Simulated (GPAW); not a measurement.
# BAs (Pm-3m) in GPAW: a series of runs

One crystal, BAs, is run at these levels: PBE; tasks: single point, relaxation of cell and atoms.

All numbers are computed with GPAW 26.7.0; they aren't measurements. Logs are shortened: lines on timing, memory, paths and dates and some standing lists are left out, and cuts for length are marked. The log counts tension as positive stress, the text compression.

## 1. Starting point

Symmetry: Pm-3m, No. 221, cubic system. Conventional cell: a = 2.934 Å, b = 2.934 Å, c = 2.934 Å, α = 90.00°, β = 90.00°, γ = 90.00°. B (site symmetry m-3m) has 8 As at 2.54 Å as nearest neighbours. Around As (site symmetry m-3m) lie 8 B at 2.54 Å.

The cell was built by a generator and needn't be a form met in nature.

## 2. Single point, PBE

run.py

```python
from ase.io import read
from gpaw import PW
from gpaw.dft import DFT

atoms = read('BAs.xyz')

dft = DFT(atoms,
          mode=PW(800),
          xc='PBE',
          kpts={'size': (9, 9, 9), 'gamma': True},
          occupations={'name': 'fermi-dirac', 'width': 0.05},
          nbands=11,
          convergence={'density': 1e-05, 'energy': 1e-05},
          maxiter=150,
          txt='gpaw.txt')
print(f'Energy: {dft.calculate_energy():.6f} eV')
print('Forces (eV/A):')
print(dft.calculate_forces().round(4))
print('Stress (eV/A^3):', dft.calculate_stress().round(6))
dft.write_gpw_file('gs.gpw')
```

BAs.xyz

```xyz
2
Lattice="2.9343700000 0.0000000000 0.0000000000 0.0000000000 2.9343700000 0.0000000000 0.0000000000 0.0000000000 2.9343700000" Properties=species:S:1:pos:R:3 pbc="T T T"
B      1.4671850000      1.4671850000      1.4671850000
As     0.0000000000      0.0000000000      0.0000000000
```

Potentials or basis: GPAW PAW data sets (gpaw-data 1.2.1), pw.

Started as:

```bash
> OMP_NUM_THREADS=1 python run.py
```

gpaw.txt:

```text
Diagonalizing LCAO Hamiltonian
Converting LCAO to pw mode
   .------.
  /|      |
 * |      |
 | | B    |
 | .------.
 |/      /
 As-----*

Atoms  # Å, Bohr magnetons
|   | symbol |        x |        y |        z |    initial magnetic moments |
|---|--------|----------|----------|----------|-----------------------------|
| 0 |      B | 1.467185 | 1.467185 | 1.467185 | ( 0.0000,  0.0000,  0.0000) |
| 1 |     As | 0.000000 | 0.000000 | 0.000000 | ( 0.0000,  0.0000,  0.0000) |

Unit cell  # Å
| periodic |        x |        y |        z |  lengths |    angles |
|----------|----------|----------|----------|----------|-----------|
|      yes | 2.934370 | 0.000000 | 0.000000 | 2.934370 | 90.000000 |
|      yes | 0.000000 | 2.934370 | 0.000000 | 2.934370 | 90.000000 |
|      yes | 0.000000 | 0.000000 | 2.934370 | 2.934370 | 90.000000 |

Number of symmetries: 48
Symmetry operations  # r_c * U_cc + t_c -> r_c
|    | kind |            matrix            |
|----|------|------------------------------|
|  0 |  E   |  1, 0, 0,  0, 1, 0,  0, 0, 1 |
|  1 |  σ   |  1, 0, 0,  0, 1, 0,  0, 0,-1 |
|  2 |  σ   |  1, 0, 0,  0, 0, 1,  0, 1, 0 |
|  3 |  C4  |  1, 0, 0,  0, 0, 1,  0,-1, 0 |
|  4 |  C4  |  1, 0, 0,  0, 0,-1,  0, 1, 0 |
|  5 |  σ   |  1, 0, 0,  0, 0,-1,  0,-1, 0 |
|  6 |  σ   |  1, 0, 0,  0,-1, 0,  0, 0, 1 |
|  7 |  C2  |  1, 0, 0,  0,-1, 0,  0, 0,-1 |
|  8 |  σ   |  0, 1, 0,  1, 0, 0,  0, 0, 1 |
|  9 |  C2  |  0, 1, 0,  1, 0, 0,  0, 0,-1 |
| 10 |  C3  |  0, 1, 0,  0, 0, 1,  1, 0, 0 |
| 11 |  S6  |  0, 1, 0,  0, 0, 1, -1, 0, 0 |
| 12 |  S6  |  0, 1, 0,  0, 0,-1,  1, 0, 0 |
| 13 |  C3  |  0, 1, 0,  0, 0,-1, -1, 0, 0 |
| 14 |  C4  |  0, 1, 0, -1, 0, 0,  0, 0, 1 |
| 15 |  S4  |  0, 1, 0, -1, 0, 0,  0, 0,-1 |
| 16 |  C3  |  0, 0, 1,  1, 0, 0,  0, 1, 0 |
| 17 |  S6  |  0, 0, 1,  1, 0, 0,  0,-1, 0 |
| 18 |  σ   |  0, 0, 1,  0, 1, 0,  1, 0, 0 |
| 19 |  C4  |  0, 0, 1,  0, 1, 0, -1, 0, 0 |
| 20 |  C2  |  0, 0, 1,  0,-1, 0,  1, 0, 0 |
| 21 |  S4  |  0, 0, 1,  0,-1, 0, -1, 0, 0 |
| 22 |  S6  |  0, 0, 1, -1, 0, 0,  0, 1, 0 |
| 23 |  C3  |  0, 0, 1, -1, 0, 0,  0,-1, 0 |
| 24 |  S6  |  0, 0,-1,  1, 0, 0,  0, 1, 0 |
| 25 |  C3  |  0, 0,-1,  1, 0, 0,  0,-1, 0 |
| 26 |  C4  |  0, 0,-1,  0, 1, 0,  1, 0, 0 |
| 27 |  σ   |  0, 0,-1,  0, 1, 0, -1, 0, 0 |
| 28 |  S4  |  0, 0,-1,  0,-1, 0,  1, 0, 0 |
| 29 |  C2  |  0, 0,-1,  0,-1, 0, -1, 0, 0 |
| 30 |  C3  |  0, 0,-1, -1, 0, 0,  0, 1, 0 |
| 31 |  S6  |  0, 0,-1, -1, 0, 0,  0,-1, 0 |
| 32 |  C4  |  0,-1, 0,  1, 0, 0,  0, 0, 1 |
| 33 |  S4  |  0,-1, 0,  1, 0, 0,  0, 0,-1 |
| 34 |  S6  |  0,-1, 0,  0, 0, 1,  1, 0, 0 |
| 35 |  C3  |  0,-1, 0,  0, 0, 1, -1, 0, 0 |
| 36 |  C3  |  0,-1, 0,  0, 0,-1,  1, 0, 0 |
| 37 |  S6  |  0,-1, 0,  0, 0,-1, -1, 0, 0 |
| 38 |  σ   |  0,-1, 0, -1, 0, 0,  0, 0, 1 |
| 39 |  C2  |  0,-1, 0, -1, 0, 0,  0, 0,-1 |
| 40 |  σ   | -1, 0, 0,  0, 1, 0,  0, 0, 1 |
| 41 |  C2  | -1, 0, 0,  0, 1, 0,  0, 0,-1 |
| 42 |  C2  | -1, 0, 0,  0, 0, 1,  0, 1, 0 |
| 43 |  S4  | -1, 0, 0,  0, 0, 1,  0,-1, 0 |
| 44 |  S4  | -1, 0, 0,  0, 0,-1,  0, 1, 0 |
| 45 |  C2  | -1, 0, 0,  0, 0,-1,  0,-1, 0 |
| 46 |  C2  | -1, 0, 0,  0,-1, 0,  0, 0, 1 |
| 47 |  i   | -1, 0, 0,  0,-1, 0,  0, 0,-1 |

BZ-sampling:
  Number of BZ points: 729
  Number of IBZ points: 35

  Monkhorst-Pack size: [9, 9, 9]
  Monkhorst-Pack shift: [0, 0, 0]

K-points  # in reciprocal-cell coordinates
|     |                                coordinates |     weight |
|-----|--------------------------------------------|------------|
|   0 | (  0.00000000,   0.00000000,   0.00000000) | 0.00137174 |
|   1 | (  0.11111111,   0.00000000,   0.00000000) | 0.00823045 |
|   2 | (  0.11111111,   0.11111111,   0.00000000) | 0.01646091 |
|   3 | (  0.11111111,   0.11111111,   0.11111111) | 0.01097394 |
|   4 | (  0.22222222,   0.00000000,   0.00000000) | 0.00823045 |
|   5 | (  0.22222222,   0.11111111,   0.00000000) | 0.03292181 |
|   6 | (  0.22222222,   0.11111111,   0.11111111) | 0.03292181 |
|   7 | (  0.22222222,   0.22222222,   0.00000000) | 0.01646091 |
|   8 | (  0.22222222,   0.22222222,   0.11111111) | 0.03292181 |
|   9 | (  0.22222222,   0.22222222,   0.22222222) | 0.01097394 |
| ... |                                            |            |
|  34 | (  0.44444444,   0.44444444,   0.44444444) | 0.01097394 |

Plane wave coefficients: 1325
Cutoff: 800.0 eV

Spin-components: 1 (collinear spins)
Bands:           11
Projectors:      10
Spin-degeneracy: 2
Datatype:        complex128

Parallelization:
  kpt:    1
  domain: 1
  band:   1

Density:
  Valence electrons: 8.0
  Components: 1
  Grid points: [20 20 20]
  Charge: 0.0  # |e|

Potential:
  Grid points: [20 20 20]

species:
  B:
    name:    Boron
    Z:       5.0
    valence: 3
    core:    2
    charge:  0.0  # [|e|]
    compensation charges:
      type: gauss
      rc: 0.20  # [Å]
      lmax: 2
    cutoffs:
      filter: 1.14  # [Å]
      core: 1.38  # [Å]
    projectors
    | kind |    occ | energy [eV] | rcut [Å] |
    |------|--------|-------------|----------|
    |   2s |  2.000 |      -9.443 |    0.635 |
    |   2p |  1.000 |      -3.606 |    0.635 |
    |    s |        |      17.768 |    0.635 |
    |    p |        |      23.605 |    0.635 |
    |    d |        |       0.000 |    0.635 |

    Using partial waves for B as LCAO basis

  As:
    name:    Arsenic
    Z:       33.0
    valence: 5
    core:    28
    charge:  0.0  # [|e|]
    compensation charges:
      type: gauss
      rc: 0.33  # [Å]
      lmax: 2
    cutoffs:
      filter: 1.87  # [Å]
      core: 2.96  # [Å]
    projectors
    | kind |    occ | energy [eV] | rcut [Å] |
    |------|--------|-------------|----------|
    |   4s |  2.000 |     -14.487 |    1.058 |
    |   4p |  3.000 |      -5.196 |    1.058 |
    |    s |        |      12.725 |    1.058 |
    |    p |        |      22.016 |    1.058 |
    |    d |        |       0.000 |    1.058 |

    Using partial waves for As as LCAO basis

Reference energy: -62172.463167  # eV

eigensolver:
  PPCG
  Converge bands: occupied
  niter=2

density mixing:
  MSR1-Mixer
  Pratt-step length: 0.05
  Maximum mixing coefficient: 0.75
  Old densities: 10
  SVD Regularization: 0.005
  Good broyden scale: 1.0
  Trust region scale: 1.0
  Backstep threshold: 4.0
  History deletion threshold: 6.0
  Fourier metric: weight=20.0, sigma=0.015

occupation numbers:
  Fermi-Dirac:
    width: 0.0500  # eV

poisson solver:
  ecut: 6400.0  # eV

xc functional:
  name: PBE with 2 nearest neighbor stencil

convergence criteria:
- Maximum integral of absolute [dens]ity change: 1e-05 electrons / valence electron
- Maximum [total energy] change in last 3 cyles: 1e-05 eV / valence electron
- Maximum integral of absolute [eigenst]ate change: 4e-08 eV^2 / valence electron
maximum number of iterations: 150

SCF iterations
|iter     | |      energy | eigst |  dens |
|---------|-|-------------|-------|-------|
|iter:   1| |   -8.475910 | -0.29 |       |
|iter:   2| |   -8.445040 | -2.52 | -1.08 |
|iter:   3| |   -8.335933 | -2.68 | -1.13 |
|iter:   4| |   -8.335453 | -4.51 | -1.91 |
|iter:   5| |   -8.335343 | -4.80 | -2.24 |
|iter:   6| |   -8.335345 | -6.49 | -3.31 |
|iter:   7| |   -8.335345c| -7.29 | -3.76 |
|iter:   8| |   -8.335345c| -8.55c| -4.86 |
|iter:   9| |   -8.335345c| -9.36c| -5.40c|
SCF steps: 9
Energy contributions relative to reference atoms: (reference = -62172.463167)

Energy contributions:
  Kinetic:           9.501153
  Coulomb:          -7.416931
  Zero:             -0.000819
  External:          0.000000
  Xc:              -10.413729
  Entropy:          -0.010039
  Spinorbit:         0.000000
  ----------------------------
  Free energy:      -8.340365
  Extrapolated:     -8.335345

Forces  # eV/Ang
|       x |       y |        z |
|---------|---------|----------|
| 0.00000 | 0.00000 | -0.00000 |  # B    0
| 0.00000 | 0.00000 |  0.00000 |  # As   1

Stress tensor  # eV/Ang^3
|         x |         y |         z |
|-----------|-----------|-----------|
| -0.001957 | -0.000000 |  0.000000 |
| -0.000000 | -0.001957 |  0.000000 |
|  0.000000 |  0.000000 | -0.001957 |

Writing to gs.gpw (mode='')

  __  _  _
 | _ |_)|_||  |
 |__||  | ||/\| - 26.7.0

Input parameters:
  mode=PW(ecut=800.0),
  convergence={'density': 1e-05, 'energy': 1e-05},
  kpts=MonkhorstPack(size=(9, 9, 9), gamma=True),
  maxiter=150,
  nbands=11,
  occupations=Occupations(name='fermi-dirac', width=0.05),
  xc=XC(name='PBE')
# Writing to gs.gpw (mode='')
```

Run time: 6 s. Hardware: 1 thread of Arm Neoverse V2, shared host; peak memory 0.14 GiB.

Results:

```yaml
Free_energy: -8.3404 eV
Pressure: 0.3 GPa
Band_gap_on_the_k_mesh: none (metal or under the smearing width)
```

Levels at points of the mesh, in eV from the Fermi level:
```
           k point  band 1  band 2  band 3  band 4  band 5  band 6  band 7  band 8
(0.00, 0.00, 0.00)  -15.63   -0.72   -0.72   -0.72   -0.12    5.80    5.80    9.43
```

## 3. Relaxation of cell and atoms, PBE

run.py

```python
from ase import Atoms
from ase.filters import FrechetCellFilter
from ase.io import write
from ase.optimize import BFGS
from gpaw import GPAW, PW

atoms = Atoms(['B', 'As'],
              cell=[[2.93437, 0.0, 0.0],
                    [0.0, 2.93437, 0.0],
                    [0.0, 0.0, 2.93437]],
              scaled_positions=[[0.5, 0.5, 0.5],
                                [0.0, 0.0, 0.0]],
              pbc=True)

calc = GPAW(mode=PW(800),
            xc='PBE',
            kpts={'size': (9, 9, 9), 'gamma': True},
            occupations={'name': 'fermi-dirac', 'width': 0.05},
            nbands=11,
            convergence={'density': 1e-05, 'forces': 0.0001},
            maxiter=150,
            txt='gpaw.txt')
atoms.calc = calc
opt = BFGS(FrechetCellFilter(atoms), trajectory='relax.traj', logfile='-')
done = opt.run(fmax=0.02, steps=60)
calc.write('gs.gpw')
write('result.traj', atoms)
print('Converged:', done)
print('Cell:', atoms.cell.cellpar().round(4))
print('Volume:', round(atoms.get_volume(), 4))
print(atoms.get_scaled_positions().round(5))
```

Potentials or basis: GPAW PAW data sets (gpaw-data 1.2.1), pw.

Started as:

```bash
> OMP_NUM_THREADS=1 python run.py
```

gpaw.txt:

```text
__  _  _
 | _ |_)|_||  |
 |__||  | ||/\| - 26.7.0

Input parameters:
  mode=PW(ecut=800.0),
  convergence={'density': 1e-05, 'forces': 0.0001},
  kpts=MonkhorstPack(size=(9, 9, 9), gamma=True),
  maxiter=150,
  nbands=11,
  occupations=Occupations(name='fermi-dirac', width=0.05),
  xc=XC(name='PBE')

Diagonalizing LCAO Hamiltonian
Converting LCAO to pw mode
   .------.
  /|      |
 * |      |
 | | B    |
 | .------.
 |/      /
 As-----*

Atoms  # Å, Bohr magnetons
|   | symbol |        x |        y |        z |    initial magnetic moments |
|---|--------|----------|----------|----------|-----------------------------|
| 0 |      B | 1.467185 | 1.467185 | 1.467185 | ( 0.0000,  0.0000,  0.0000) |
| 1 |     As | 0.000000 | 0.000000 | 0.000000 | ( 0.0000,  0.0000,  0.0000) |

Unit cell  # Å
| periodic |        x |        y |        z |  lengths |    angles |
|----------|----------|----------|----------|----------|-----------|
|      yes | 2.934370 | 0.000000 | 0.000000 | 2.934370 | 90.000000 |
|      yes | 0.000000 | 2.934370 | 0.000000 | 2.934370 | 90.000000 |
|      yes | 0.000000 | 0.000000 | 2.934370 | 2.934370 | 90.000000 |

Number of symmetries: 48
Symmetry operations  # r_c * U_cc + t_c -> r_c
|    | kind |            matrix            |
|----|------|------------------------------|
|  0 |  E   |  1, 0, 0,  0, 1, 0,  0, 0, 1 |
|  1 |  σ   |  1, 0, 0,  0, 1, 0,  0, 0,-1 |
|  2 |  σ   |  1, 0, 0,  0, 0, 1,  0, 1, 0 |
|  3 |  C4  |  1, 0, 0,  0, 0, 1,  0,-1, 0 |
|  4 |  C4  |  1, 0, 0,  0, 0,-1,  0, 1, 0 |
|  5 |  σ   |  1, 0, 0,  0, 0,-1,  0,-1, 0 |
|  6 |  σ   |  1, 0, 0,  0,-1, 0,  0, 0, 1 |
|  7 |  C2  |  1, 0, 0,  0,-1, 0,  0, 0,-1 |
|  8 |  σ   |  0, 1, 0,  1, 0, 0,  0, 0, 1 |
[... 172 lines left out ...]
SCF iterations
|iter     | |      energy | eigst |  dens |force |
|---------|-|-------------|-------|-------|------|
|iter:   1| |   -8.475910 | -0.29 |       |      |
|iter:   2| |   -8.445040 | -2.52 | -1.08 |      |
|iter:   3| |   -8.335933 | -2.68 | -1.13 |      |
|iter:   4| |   -8.335453 | -4.51 | -1.91 |      |
|iter:   5| |   -8.335343c| -4.80 | -2.24 |      |
|iter:   6| |   -8.335345c| -6.49 | -3.31 |      |
|iter:   7| |   -8.335345c| -7.29 | -3.76 |      |
|iter:   8| |   -8.335345c| -8.55c| -4.86 |      |
|iter:   9| |   -8.335345c| -9.36c| -5.40c|      |
|iter:  10| |   -8.335345c|-10.25c| -6.50c|-24.34c|

[... 266 lines left out ...]

Energy contributions:
  Kinetic:           9.463529
  Coulomb:          -7.389480
  Zero:             -0.000757
  External:          0.000000
  Xc:              -10.403649
  Entropy:          -0.010049
  Spinorbit:         0.000000
  ----------------------------
  Free energy:      -8.340406
  Extrapolated:     -8.335381
[... 22 lines left out ...]
Stress tensor  # eV/Ang^3
|         x |         y |         z |
|-----------|-----------|-----------|
| -0.001617 |  0.000000 |  0.000000 |
|  0.000000 | -0.001617 |  0.000000 |
|  0.000000 |  0.000000 | -0.001617 |

Forces  # eV/Ang
|        x |        y |        z |
|----------|----------|----------|
|  0.00000 |  0.00000 |  0.00000 |  # B    0
| -0.00000 | -0.00000 | -0.00000 |  # As   1

Interpolating wave functions to new cell

           B

       As

Atoms  # Å, Bohr magnetons
|   | symbol |         x |         y |        z |    initial magnetic moments |
|---|--------|-----------|-----------|----------|-----------------------------|
| 0 |      B |  1.468683 |  1.468683 | 1.468683 | ( 0.0000,  0.0000,  0.0000) |
| 1 |     As | -0.000000 | -0.000000 | 0.000000 | ( 0.0000,  0.0000,  0.0000) |

Unit cell  # Å
| periodic |         x |         y |        z |  lengths |    angles |
|----------|-----------|-----------|----------|----------|-----------|
|      yes |  2.937366 | -0.000000 | 0.000000 | 2.937366 | 90.000000 |
|      yes | -0.000000 |  2.937366 | 0.000000 | 2.937366 | 90.000000 |
|      yes |  0.000000 | -0.000000 | 2.937366 | 2.937366 | 90.000000 |

Number of symmetries: 48
Symmetry operations  # r_c * U_cc + t_c -> r_c
|    | kind |            matrix            |
|----|------|------------------------------|
|  0 |  E   |  1, 0, 0,  0, 1, 0,  0, 0, 1 |
|  1 |  σ   |  1, 0, 0,  0, 1, 0,  0, 0,-1 |
|  2 |  σ   |  1, 0, 0,  0, 0, 1,  0, 1, 0 |
|  3 |  C4  |  1, 0, 0,  0, 0, 1,  0,-1, 0 |
|  4 |  C4  |  1, 0, 0,  0, 0,-1,  0, 1, 0 |
|  5 |  σ   |  1, 0, 0,  0, 0,-1,  0,-1, 0 |
|  6 |  σ   |  1, 0, 0,  0,-1, 0,  0, 0, 1 |
|  7 |  C2  |  1, 0, 0,  0,-1, 0,  0, 0,-1 |
|  8 |  σ   |  0, 1, 0,  1, 0, 0,  0, 0, 1 |
[... 172 lines left out ...]
SCF iterations
|iter     | |      energy | eigst |  dens |force |
|---------|-|-------------|-------|-------|------|
|iter:   1| |   -8.335550 | -3.67 |       |      |
|iter:   2| |   -8.335539 | -6.59 | -2.80 |      |
|iter:   3| |   -8.335478c| -5.86 | -2.83 |      |
|iter:   4| |   -8.335475c| -6.87 | -3.53 |      |
|iter:   5| |   -8.335476c| -8.16c| -4.19 |      |
|iter:   6| |   -8.335475c| -7.67c| -4.55 |      |
|iter:   7| |   -8.335475c| -8.44c| -5.62c|      |
|iter:   8| |   -8.335475c| -9.58c| -6.12c|-24.05c|

Converged in 8 steps
Energy contributions relative to reference atoms: (reference = -62172.463167)

Energy contributions:
  Kinetic:           9.285291
  Coulomb:          -7.259502
  Zero:             -0.000635
  External:          0.000000
  Xc:              -10.355583
  Entropy:          -0.010093
  Spinorbit:         0.000000
  ----------------------------
  Free energy:      -8.340522
  Extrapolated:     -8.335475
[... 22 lines left out ...]
Stress tensor  # eV/Ang^3
|         x |         y |         z |
|-----------|-----------|-----------|
| -0.000002 | -0.000000 |  0.000000 |
| -0.000000 | -0.000002 |  0.000000 |
|  0.000000 |  0.000000 | -0.000002 |

Forces  # eV/Ang
|       x |       y |        z |
|---------|---------|----------|
| 0.00000 | 0.00000 |  0.00000 |  # B    0
| 0.00000 | 0.00000 | -0.00000 |  # As   1

# Writing to gs.gpw (mode='')
```

It took 17 s on 1 thread of Arm Neoverse V1, shared host; peak memory 0.19 GiB.

Results:

```
Free energy                            : -8.3405 eV
Relaxed volume                         : 12.67 Å³/atom
Relaxed cell                           : a = 2.937 Å, b = 2.937 Å, c = 2.937 Å, α = 90.00°, β = 90.00°, γ = 90.00°
Space group after relaxing (to 0.05 Å) : Pm-3m (No. 221)
Energy gained by relaxing              : 0.1 meV/atom
Ionic steps                            : 3
Pressure after relaxing                : 0.0 GPa
Band gap on the k mesh                 : none (metal or under the smearing width)
```

The path:
```tsv
step	energy change (eV)	largest force (eV/Å)	pressure (GPa)	volume (Å³)
1	0.0000	0.0000	0.31	25.27
2	0.0000	0.0000	0.26	25.28
3	-0.0001	0.0000	0.00	25.34
```

Final structure:
```xyz
2
Lattice="2.9374 0.0000 0.0000 0.0000 2.9374 0.0000 0.0000 0.0000 2.9374" Properties=species:S:1:pos:R:3 pbc="T T T"
B     1.4687    1.4687    1.4687
As    0.0000    0.0000    0.0000
```

Levels at points of the mesh, in eV from the Fermi level:
```csv
k point,band 1,band 2,band 3,band 4,band 5,band 6,band 7,band 8
"(0.00, 0.00, 0.00)",-15.60,-0.71,-0.71,-0.71,-0.15,5.80,5.80,9.40
```

Caveat: later steps reuse the first step's grids.

## 4. The reference run

An earlier run on the cell as given: functional PBE; potentials or basis GPAW PAW data sets (gpaw-data 1.2.1); cutoff 800 eV; basis pw; k mesh 9 × 9 × 9; occupations fermi-dirac, width 0.05 eV; no spin polarisation.

* Pressure: 0.3 GPa
* Band gap on the k mesh: none (metal or under the smearing width)
